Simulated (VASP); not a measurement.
A run of VASP 6.6.1 is set up as follows.

File INCAR:

```
SYSTEM = SrO
  PREC = Accurate
  ENCUT = 600
  EDIFF = 1E-7
  ISMEAR = 0
  SIGMA = 0.03
  LREAL = .False.
  LASPH = .True.
  NELM = 80
  ALGO = Normal
  ISIF = 3
  LWAVE = .False.
  LCHARG = .False.
  IBRION = 2
  NSW = 90
  EDIFFG = -0.005
```

Contents of KPOINTS:

```
Automatic mesh
0
Gamma
  10 10 10
  0 0 0
```

File POSCAR:

```
SrO                                     
1.0
    0.0000000000      2.5377413177      2.5377413177
    2.5377413177     -0.0000000000      2.5377413177
    2.5377413177      2.5377413177      0.0000000000
  Sr              O             
     1     1
Direct
     0.5000000000000000    0.5000000000000000    0.5000000000000000
     0.0000000000000000    0.0000000000000000    0.0000000000000000
```

Potentials or basis: VASP PAW LDA potentials, release 64 (Sr_sv, O).

Run with:

```bash
$ cat potpaw_LDA.64/Sr_sv/POTCAR potpaw_LDA.64/O/POTCAR > POTCAR
$ mpirun -np 1 vasp_std > vasp.out
```

Estimate the band gap on the k mesh.

3.07 eV, indirect (least direct gap 3.12 eV).

Final structure:
```xyz
2
Lattice="0.0000 2.5377 2.5377 2.5377 0.0000 2.5377 2.5377 2.5377 0.0000" Properties=species:S:1:pos:R:3 pbc="T T T"
Sr    2.5377    2.5377    2.5377
O     0.0000    0.0000    0.0000
```

Caveat: the relaxation stopped at its first step, so nothing moved. A k mesh can miss the band edges.
